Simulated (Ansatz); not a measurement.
# TiAl3: the cost of one run

Computed with Ansatz 0.2.0 (DFT PBEsol, scalar-relativistic, plane waves, PAW, unless a step's input says otherwise).

6 further runs of the same task are left out: 6 set aside as unsound or not needed.

### Step 1. The structure to begin with

The structure is cubic, space group Pm-3m (No. 221). The conventional cell has a = 3.948 Å, b = 3.948 Å, c = 3.948 Å, α = 90.00°, β = 90.00°, γ = 90.00°. Ti (site symmetry m-3m) has 12 Al at 2.79 Å as nearest neighbours. Around Al (site symmetry 4/mmm) lie 4 Ti at 2.79 Å and 8 Al at 2.79 Å.

As a file:

```cif
data_structure
_symmetry_space_group_name_H-M 'P 1'
_symmetry_Int_Tables_number 1
_cell_length_a 3.9480
_cell_length_b 3.9480
_cell_length_c 3.9480
_cell_angle_alpha 90.000
_cell_angle_beta 90.000
_cell_angle_gamma 90.000
_cell_volume 61.53
loop_
_atom_site_label
_atom_site_type_symbol
_atom_site_fract_x
_atom_site_fract_y
_atom_site_fract_z
_atom_site_occupancy
Ti1 Ti 0.00000 0.00000 0.00000 1
Al1 Al 0.50000 0.50000 0.00000 1
Al2 Al 0.50000 0.00000 0.50000 1
Al3 Al 0.00000 0.50000 0.50000 1
```

It goes back to an entry of the Materials Project, which need not be the stable form.

It is the result of an earlier relaxation at this level (volume 15.38 Å³/atom; gap on the mesh: none (metal)).

### Step 2. Plan of the line

The energy is mapped over two normal modes frozen in (zone-centre modes of the cell shown, which folds in the wave vector (0, 1/2, 1/2) of the primitive cell).

First coordinate, amplitude of mode 4 (173 cm⁻¹), largest displacement: 11 values from −0.134 Å. Second coordinate, amplitude of mode 18 (301 cm⁻¹), largest displacement: 11 values from −0.183 Å.

Nothing else is relaxed (the cell and all other modes fixed). Energies count from the relaxed high-symmetry cell. Points are written as (first, second).

The modes come from a phonon run on the reference cell, made beforehand.

The patterns, per unit of each coordinate (Å):

| atom | x1 | y1 | z1 | x2 | y2 | z2 |
| --- | --- | --- | --- | --- | --- | --- |
| Ti1 | 0.000 | 1.000 | 0.000 | 0.000 | 0.000 | 0.000 |
| Ti2 | 0.000 | -1.000 | 0.000 | 0.000 | 0.000 | 0.000 |
| Al3 | 0.000 | 0.000 | 0.000 | 0.000 | 0.000 | 1.000 |
| Al4 | 0.000 | 0.000 | 0.000 | 0.000 | 0.000 | -1.000 |
| Al5 | 0.000 | 0.000 | 0.000 | 0.000 | 1.000 | 0.000 |
| Al6 | 0.000 | 0.000 | 0.000 | 0.000 | -1.000 | 0.000 |
| Al7 | 0.000 | 0.000 | 0.677 | 0.000 | 0.000 | 0.000 |
| Al8 | 0.000 | 0.000 | -0.677 | 0.000 | 0.000 | 0.000 |

### Step 3. Grid point (−0.134 Å, −0.073 Å)

The input, input.yaml:

```yaml
crystal:
  lattice:
    - [-3.9479576782, 0.0, 0.0]
    - [0.0, 3.9479576782, 3.9479576782]
    - [0.0, 3.9479576782, -3.9479576782]
  atoms:
    - { symbol: Ti, position: [0.0, -0.0169708, -0.0169708] }
    - { symbol: Ti, position: [0.0, 0.5169708, 0.5169708] }
    - { symbol: Al, position: [0.5, 0.7407293839, 0.7592706161] }
    - { symbol: Al, position: [0.5, 0.2592706161, 0.2407293839] }
    - { symbol: Al, position: [0.5, 0.7407293839, 0.2407293839] }
    - { symbol: Al, position: [0.5, 0.2592706161, 0.7592706161] }
    - { symbol: Al, position: [1.0, 0.4885024707, 0.0114975293] }
    - { symbol: Al, position: [1.0, 0.0114975293, 0.4885024707] }
basis:
  ecutwfc: 520.0
kpoints:
  mp_grid: { grid: [10, 8, 8] }
hamiltonian:
  xc: pbesol
  pseudopotentials: { kind: paw, azcp: { folder: soft_1 } }
scf:
  occupations: { method: gaussian, width: 0.15 }
output:
  forces: true
  stress: true
  eigenvalues: true
```

On the command line:

```sh
$ ansatz run input.yaml --threads 4 --pin off --max-ram 8192MiB --backend cpu --events-out ev --progress --plain --runs-dir out
```

**Question.** How long does this run take on 4 threads of Arm Neoverse V1, shared host, and how much memory does it need?

About 15 s, with a peak of 0.75 GiB.
